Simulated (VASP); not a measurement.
# SiC (Moissanite 3C) (F-43m) in VASP: notebook

One crystal, SiC (Moissanite 3C), is run at these levels: PBEsol+rVV10, RPBE+D3, RPBE+D3(BJ), RPBE+D4; tasks: relaxation of cell and atoms.

All numbers are computed with VASP 6.6.1; they aren't measurements. Logs are shortened: lines on timing, memory, paths and dates and some standing lists are left out, and cuts for length are marked.

## 1. The crystal as given

The structure is cubic, space group F-43m (No. 216). Conventional cell: a = 4.358 Å, b = 4.358 Å, c = 4.358 Å, α = 90.00°, β = 90.00°, γ = 90.00°. Around Si (site symmetry -43m) lie 4 C at 1.89 Å. C (site symmetry -43m) has 4 Si at 1.89 Å as nearest neighbours.

## 2. Relaxation of cell and atoms, PBEsol+rVV10

INCAR reads:

```
SYSTEM = SiC
PREC = Accurate
ENCUT = 600
EDIFF = 1E-7
ISMEAR = -1
SIGMA = 0.05
LREAL = .False.
LASPH = .True.
NELM = 80
ALGO = Normal
ISIF = 3
LWAVE = .False.
LCHARG = .False.
GGA = PS
LUSE_VDW = .True.
IVDW_NL = 2
BPARAM = 20.0
CPARAM = 0.0093
IBRION = 2
NSW = 40
EDIFFG = -0.01
```

KPOINTS reads:

```
Automatic mesh
0
Gamma
  10 10 10
  0 0 0
```

POSCAR reads:

```
SiC
1.0
    0.0000000000      2.1790000000      2.1790000000
    2.1790000000      0.0000000000      2.1790000000
    2.1790000000      2.1790000000      0.0000000000
Si C
1 1
Direct
    0.0000000000      0.0000000000      0.0000000000
    0.7500000000      0.7500000000      0.7500000000
```

Potentials or basis: VASP PAW PBE potentials, release 64 (Si, C).

Started as:

```sh
$ cat potpaw_PBE.64/Si/POTCAR potpaw_PBE.64/C/POTCAR > POTCAR
$ mpirun -np 1 vasp_std > vasp.out
```

OUTCAR:

```text
SYSTEM = SiC
   PREC = Accurate
   ENCUT = 600
   EDIFF = 1E-7
   ISMEAR = -1
   LREAL = .False.
   LASPH = .True.
   NELM = 80
   ISIF = 3
   GGA = PS
   IVDW_NL = 2
   BPARAM = 20.0
   IBRION = 2
   NSW = 40
   EDIFFG = -0.01

 ion  position               nearest neighbor table
   1  0.000  0.000  0.000-   2 1.89   2 1.89   2 1.89   2 1.89
   2  0.750  0.750  0.750-   1 1.89   1 1.89   1 1.89   1 1.89

  LATTYP: Found a face centered cubic cell.
 ALAT       =     4.3580000000

  Lattice vectors:

 A1 = (   0.0000000000,   2.1790000000,   2.1790000000)
 A2 = (   2.1790000000,   0.0000000000,   2.1790000000)
 A3 = (   2.1790000000,   2.1790000000,   0.0000000000)

Analysis of symmetry for initial positions (statically):
=====================================================================
 Subroutine PRICEL returns:
 Original cell was already a primitive cell.

 Routine SETGRP: Setting up the symmetry group for a
 face centered cubic supercell.

 Subroutine GETGRP returns: Found 24 space group operations
 (whereof 24 operations were pure point group operations)
 out of a pool of 48 trial point group operations.

The static configuration has the point symmetry T_d .

Analysis of symmetry for dynamics (positions and initial velocities):
=====================================================================
 Subroutine PRICEL returns:
 Original cell was already a primitive cell.

 Routine SETGRP: Setting up the symmetry group for a
 face centered cubic supercell.

 Subroutine GETGRP returns: Found 24 space group operations
 (whereof 24 operations were pure point group operations)
 out of a pool of 48 trial point group operations.

The dynamic configuration has the point symmetry T_d .

 Subroutine INISYM returns: Found 24 space group operations
 (whereof 24 operations are pure point group operations),
 and found     1 'primitive' translations

----------------------------------------------------------------------------------------

                                     Primitive cell

  volume of cell :      20.6920

  direct lattice vectors                    reciprocal lattice vectors
     0.000000000  2.179000000  2.179000000    -0.229463056  0.229463056  0.229463056
     2.179000000  0.000000000  2.179000000     0.229463056 -0.229463056  0.229463056
     2.179000000  2.179000000  0.000000000     0.229463056  0.229463056 -0.229463056

  length of vectors
     3.081571352  3.081571352  3.081571352     0.397441672  0.397441672  0.397441672

  position of ions in fractional coordinates (direct lattice)
     0.000000000  0.000000000  0.000000000
     0.750000000  0.750000000  0.750000000

  ion indices of the primitive-cell ions
   primitive index   ion index
                 1           1
                 2           2

----------------------------------------------------------------------------------------

 KPOINTS: Automatic mesh

Automatic generation of k-mesh.
 Grid dimensions read from file:
 generate k-points for:   10   10   10

 Generating k-lattice:

  Cartesian coordinates                     Fractional coordinates (reciprocal lattice)
    -0.022946306  0.022946306  0.022946306     0.100000000  0.000000000  0.000000000
     0.022946306 -0.022946306  0.022946306     0.000000000  0.100000000  0.000000000
     0.022946306  0.022946306 -0.022946306     0.000000000  0.000000000  0.100000000

  Length of vectors
     0.039744167  0.039744167  0.039744167

  Shift w.r.t. Gamma in fractional coordinates (k-lattice)
     0.000000000  0.000000000  0.000000000

 Subroutine IBZKPT returns following result:
 ===========================================

 Found     47 irreducible k-points:

 Following reciprocal coordinates:
            Coordinates               Weight
  0.000000  0.000000  0.000000      1.000000
  0.100000  0.000000  0.000000      8.000000
  0.200000  0.000000  0.000000      8.000000
  0.300000  0.000000  0.000000      8.000000
  0.400000  0.000000  0.000000      8.000000
  0.500000  0.000000  0.000000      4.000000
[... 16 lines left out ...]
  0.300000  0.300000  0.000000      6.000000
  0.400000  0.300000  0.000000     24.000000
 [... further k-points ...]
   k-points           NKPTS =     47   k-points in BZ     NKDIM =     47   number of bands    NBANDS=      8
   number of dos      NEDOS =    301   number of ions     NIONS =      2
   total plane-waves  NPLWV =  21952
   dimension x,y,z NGX =    28 NGY =   28 NGZ =   28
   dimension x,y,z NGXF=    56 NGYF=   56 NGZF=   56
   ions per type =               1   1
   NGX,Y,Z   is equivalent  to a cutoff of  15.11, 15.11, 15.11 a.u.
   NGXF,Y,Z  is equivalent  to a cutoff of  30.21, 30.21, 30.21 a.u.
 SYSTEM =  SiC
   PREC   = accura    normal or accurate (medium, high low for compatibility)
   ISTART =      0    job   : 0-new  1-cont  2-samecut
   ICHARG =      2    charge: 1-file 2-atom 10-const
   ISPIN  =      1    spin polarized calculation?
   LNONCOLLINEAR =      F non collinear calculations
   LSORBIT =      F    spin-orbit coupling
   LASPH  =      T    aspherical Exc in radial PAW
   ENCUT  =  600.0 eV  44.10 Ry    6.64 a.u.   6.15  6.15  6.15*2*pi/ulx,y,z
   NELM   =     80;   NELMIN=  2; NELMDL= -5     # of ELM steps
   EDIFF  = 0.1E-06   stopping-criterion for ELM
   LREAL  =      F    real-space projection
   EDIFFG = -.1E-01   stopping-criterion for IOM
   NSW    =     40    number of steps for IOM
   IBRION =      2    ionic relax: 0-MD 1-quasi-New 2-CG
   NFREE  =      1    steps in history (QN), initial steepest desc. (CG)
   ISIF   =      3    stress and relaxation
   ISYM   =      2    0-nonsym 1-usesym 2-fastsym
   POTIM  = 0.5000    time-step for ionic-motion
   TEBEG  =    0.0;   TEEND  =   0.0 temperature during run
   PSTRESS=    0.0 pullay stress
   NELECT =       8.0000    total number of electrons
   NUPDOWN=      -1.0000    fix difference up-down
   EMIN   =  10.00;   EMAX   =-10.00  energy-range for DOS
   EFERMI =   0.00;   METHOD = LEGACY
   ISMEAR =    -1;   SIGMA  =   0.05  broadening in eV -4-tet -1-fermi 0-gaus
   EFERMI_NEDOS =   21; number of points for ismear=-14 and -15
   IALGO  =     38    algorithm
   IMIX   =      4    mixing-type and parameters
     AMIX     =   0.40;   BMIX     =  1.00
     AMIX_MAG =   1.60;   BMIX_MAG =  1.00
  volume/ion in A,a.u.               =      10.35        69.82
  Fermi-wavevector in a.u.,A,eV,Ry     =   1.192626  2.253736 19.352338  1.422357
  Thomas-Fermi vector in A             =   2.328660
   LORBIT       =      0    0 simple, 1 ext, 2 COOP (PROOUT), +10 PAW based schemes
   GGA     = PS    functional components
   LHFCALC =     F    Hartree Fock is set to
   AEXX    =    0.0000 exact exchange contribution
   IVDW_NL    =     2    kernel type
   BPARAM     =20.0000
   IVDW    =     0    specifies the selected vdW correction
   LEPSILON=     F    determine dielectric tensor
   LRPA    =     F    only Hartree local field effects (RPA)
 conjugate gradient relaxation of ions
 non-spin polarized calculation
  energy-cutoff  :      600.00
  volume of cell :       20.69
 maximum number of plane-waves:       701
 NGX is ok and might be reduce to    28
   NGX = 13   NGY = 13   NGZ = 13

--------------------------------------- Ionic step        1  -------------------------------------------

 number of electron       8.0000000 magnetization

 Free energy of the ion-electron system (eV)
  ---------------------------------------------------
  ext. energy  EPLUGINS =         0.00000000
  ---------------------------------------------------
  free energy    TOTEN  =       -15.86861714 eV

  energy without entropy =      -15.86861708  energy(sigma->0) =      -15.86861711

------------------------ aborting loop because EDIFF is reached ----------------------------------------

  FORCE on cell =-STRESS in cart. coord.  units (eV):
  Direction    XX          YY          ZZ          XY          YZ          ZX
  --------------------------------------------------------------------------------------
  -------------------------------------------------------------------------------------
  Total       -0.0307862     -0.0307862     -0.0307862     -0.0000000      0.0000000      0.0000000
  in kB       -2.3837730     -2.3837730     -2.3837730     -0.0000000      0.0000000      0.0000000
  external PRESSURE =      -2.3837730 kB  Pullay stress =       0.0000000 kB
[... 57 lines left out ...]
  energy  without entropy=      -15.8686161430  energy(sigma->0) =      -15.86861617

--------------------------------------- Ionic step        3  -------------------------------------------

 number of electron       8.0000000 magnetization

 Free energy of the ion-electron system (eV)
  ---------------------------------------------------
  ext. energy  EPLUGINS =         0.00000000
  ---------------------------------------------------
  free energy    TOTEN  =       -15.86863447 eV

  energy without entropy =      -15.86863441  energy(sigma->0) =      -15.86863444

 E-fermi :   8.6971     XC(G=0): -11.5217

 val. band max:        8.0678749464   @ k =   0.0000   0.0000   0.0000
 cond. band min:       9.2872258502   @ k =   0.5000   0.5000   0.0000
 fundamental gap:      1.2193509039
 Fermi energy:         8.6970895903

 k-point     1 :       0.0000    0.0000    0.0000
  band No.  band energies     occupation
      1      -7.3697      2.00000
      2       8.0679      1.99999
      3       8.0679      1.99999
      4       8.0679      1.99999
      5      14.2580      0.00000
      6      15.3143      0.00000
      7      15.3143      0.00000
      8      15.3143      0.00000
[... 243 lines left out ...]
 k-point    24 :       0.4000    0.3000    0.0000
  band No.  band energies     occupation
      1      -4.2055      2.00000
      2       2.4786      2.00000
      3       4.8785      2.00000
      4       5.4180      2.00000
      5      10.8132      0.00000
      6      13.5730      0.00000
      7      19.6267      0.00000
      8      19.9362      0.00000

 [... further k-points ...]

------------------------ aborting loop because EDIFF is reached ----------------------------------------

  FORCE on cell =-STRESS in cart. coord.  units (eV):
  Direction    XX          YY          ZZ          XY          YZ          ZX
  --------------------------------------------------------------------------------------
  -------------------------------------------------------------------------------------
  Total        0.0009050      0.0009050      0.0009050     -0.0000000     -0.0000000     -0.0000000
  in kB        0.0701485      0.0701485      0.0701485     -0.0000000     -0.0000000     -0.0000000
  external PRESSURE =       0.0701485 kB  Pullay stress =       0.0000000 kB
[... 17 lines left out ...]
  FREE ENERGIE OF THE ION-ELECTRON SYSTEM (eV)
  ---------------------------------------------------
  free  energy   TOTEN  =       -15.8686344746 eV

  energy  without entropy=      -15.8686344129  energy(sigma->0) =      -15.86863444

 reached required accuracy - stopping structural energy minimisation
```

Wall time 1.8 min (1 thread of Intel Xeon Platinum 8259CL at 2.50GHz (Skylake/Cascade Lake), shared host); peak memory 0.25 GiB.

Results:

```yaml
Free_energy: -15.8686 eV
Relaxed_volume: 10.33 Å³/atom
Relaxed_cell: a = 3.080 Å, b = 3.080 Å, c = 3.080 Å, α = 60.00°, β = 60.00°, γ = 60.00°
Space_group_after_relaxing_to_0.05_Å: F-43m (No. 216)
Energy_gained_by_relaxing: 0.0 meV/atom
Ionic_steps: 3
Pressure_after_relaxing: 0.0 GPa
Band_gap_on_the_k_mesh: 1.22 eV, indirect (least direct gap 4.43 eV)
```

Final structure:
```
Si C
1.0
     0.00000    2.17819    2.17819
     2.17819    0.00000    2.17819
     2.17819    2.17819    0.00000
Si C
1 1
Direct
  0.00000 0.00000 0.00000
  0.75000 0.75000 0.75000
```

Caveat: the PAW data sets were made with another functional, which shifts forces and pressure a little. A k mesh can miss the band edges.

## 3. Relaxation of cell and atoms, RPBE+D3

INCAR reads:

```
SYSTEM = SiC
PREC = Accurate
ENCUT = 600
EDIFF = 1E-6
ISMEAR = -1
SIGMA = 0.05
LREAL = .False.
LASPH = .True.
NELM = 60
ALGO = Normal
ISIF = 3
LWAVE = .False.
LCHARG = .False.
GGA = RP
IVDW = 11
IBRION = 2
NSW = 60
EDIFFG = -0.02
```

KPOINTS is that of step 2.

POSCAR is that of step 2.

Potentials or basis: VASP PAW PBE potentials, release 64 (Si, C).

Started as:

```sh
$ cat potpaw_PBE.64/Si/POTCAR potpaw_PBE.64/C/POTCAR > POTCAR
$ mpirun -np 1 vasp_std > vasp.out
```

It took 27 s on 1 thread of Intel Xeon Platinum 8259CL at 2.50GHz (Skylake/Cascade Lake), shared host; peak memory 0.16 GiB.

The run converged. Its results:

- Free energy: -14.8469 eV
- Relaxed volume: 10.43 Å³/atom
- Relaxed cell: a = 3.089 Å, b = 3.089 Å, c = 3.089 Å, α = 60.00°, β = 60.00°, γ = 60.00°
- Space group after relaxing (to 0.05 Å): F-43m (No. 216)
- Energy gained by relaxing: 0.4 meV/atom
- Ionic steps: 3
- Pressure after relaxing: 0.0 GPa
- Band gap on the k mesh: 1.37 eV, indirect (least direct gap 4.53 eV)
- Dispersion energy per atom: -0.263 eV

Step by step:
| step | energy change (eV) | largest force (eV/Å) | pressure (GPa) | volume (Å³) |
| --- | --- | --- | --- | --- |
| 1 | 0.0000 | 0.0000 | 1.69 | 20.69 |
| 2 | 0.0001 | 0.0000 | -1.71 | 21.02 |
| 3 | -0.0008 | 0.0000 | 0.02 | 20.85 |

Final structure:
```yaml
crystal:
  lattice:
    - [0.00000, 2.18456, 2.18456]
    - [2.18456, 0.00000, 2.18456]
    - [2.18456, 2.18456, 0.00000]
  atoms:
    - { symbol: Si, position: [0.00000, 0.00000, 0.00000] }
    - { symbol: C, position: [0.75000, 0.75000, 0.75000] }
```

Levels at points of the mesh, in eV from the valence-band top:
```tsv
k point	band 1	band 2	band 3	band 4	band 5	band 6	band 7	band 8
(0.00, 0.00, 0.00)	-15.36	0.00	0.00	0.00	6.16	7.30	7.30	7.30
(0.50, 0.00, 0.00)	-11.84	-8.47	-1.04	-1.04	5.41	7.22	7.22	10.07
(0.50, 0.50, 0.00)	-10.42	-7.74	-3.16	-3.16	1.37	4.36	14.02	14.02
```

Caveat: the PAW data sets were made with another functional, which shifts forces and pressure a little.

(Part 1 of 2 ends here.)
